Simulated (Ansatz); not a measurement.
## Band structure of CuI

```xyz
4
Lattice="3.7332 -3.7111 0.0000 3.7332 3.7111 0.0000 0.0000 0.0000 4.3070" Properties=species:S:1:pos:R:3 pbc="T T T"
Cu    3.7332    0.5905    3.2302
Cu    3.7332   -0.5905    1.0767
I     3.7332   -2.0043    3.2302
I     3.7332    2.0043    1.0767
```

Atom numbers follow the list: Cu1, Cu2, I3, I4.

The cell is the one relaxed in the Materials Project (mp-1007922), not relaxed further here; entries there can be hypothetical.

No spin–orbit coupling, which matters for the heavy atoms here.

These are results of Ansatz 0.2.0, DFT, PBE, all-electron LAPW, scalar-relativistic, not measurements.

Settings: a Γ-centred 5×5×6 k mesh, Fermi–Dirac smearing of 0.02 eV, basis error target 0.5 meV/atom, no spin polarisation.

Points in fractions of the reciprocal vectors of this cell: Γ (0, 0, 0), Y (0.5, 0.5, 0), F0 (0.497, 0.503, 0), Δ0 (-0.497, 0.497, 0), Z (0, 0, 0.5), B0 (-0.497, 0.497, 0.5), G0 (0.497, 0.503, 0.5), T (0.5, 0.5, 0.5). The path joins them by straight lines in the order Γ–Y–F0–Δ0–Γ–Z–B0–G0–T; legs that retrace an earlier one aren't tabulated. Energies are in eV from the top of the valence band.

Metal or insulator at this level of theory?

An insulator or semiconductor: gap 1.02 eV, direct at Γ.

Tabulate bands 42 to 47, counted from the lowest band of the run, along the path.


```tsv
k (1/Å)	point	band 42	band 43	band 44	band 45	band 46	band 47
0.00	Γ	-1.49	-0.93	0.00	1.02	1.73	2.43
0.21		-1.48	-0.86	-0.03	1.25	2.09	2.55
0.42		-1.43	-0.73	-0.11	1.57	2.82	3.09
0.63		-1.28	-0.69	-0.17	1.65	2.88	4.36
0.84	Y	-1.08	-0.77	-0.20	1.64	2.74	4.26
0.84		-1.08	-0.77	-0.20	1.64	2.74	4.26
0.84		-1.08	-0.77	-0.20	1.64	2.74	4.26
0.85		-1.08	-0.77	-0.20	1.64	2.74	4.26
0.85	F0	-1.08	-0.77	-0.20	1.64	2.74	4.26
1.14		-1.37	-0.94	-0.30	2.17	2.89	4.02
1.44		-1.38	-1.34	-0.38	2.71	2.89	3.48
1.74		-1.37	-0.94	-0.30	2.17	2.89	4.02
2.03	Δ0	-1.08	-0.77	-0.20	1.64	2.74	4.26
2.24		-1.15	-1.04	-0.32	2.13	2.74	4.48
2.45		-1.31	-1.31	-0.37	2.48	2.60	3.28
2.66		-1.46	-1.21	-0.16	1.67	2.18	2.49
2.87	Γ	-1.49	-0.93	0.00	1.02	1.73	2.43
3.06		-1.50	-0.99	-0.45	1.47	1.85	2.93
3.24		-1.42	-1.30	-1.06	2.21	2.23	3.70
3.42		-1.61	-1.52	-1.47	2.88	3.01	3.86
3.60	Z	-1.80	-1.61	-1.61	3.66	3.66	3.80
3.81		-1.80	-1.61	-1.61	2.90	2.90	3.84
4.02		-1.79	-1.61	-1.61	2.45	2.45	4.04
4.24		-1.78	-1.62	-1.62	3.13	3.13	4.36
4.45	B0	-1.78	-1.62	-1.62	3.97	3.97	4.54
4.74		-1.79	-1.51	-1.51	2.99	2.99	3.92
5.04		-1.81	-1.38	-1.38	2.18	2.18	3.46
5.34		-1.79	-1.51	-1.51	2.99	2.99	3.92
5.63	G0	-1.78	-1.62	-1.62	3.97	3.97	4.54
5.63		-1.78	-1.62	-1.62	3.97	3.97	4.54
5.63		-1.78	-1.62	-1.62	3.97	3.97	4.54
5.64		-1.78	-1.62	-1.62	3.97	3.97	4.54
5.64	T	-1.78	-1.62	-1.62	3.97	3.97	4.54
```
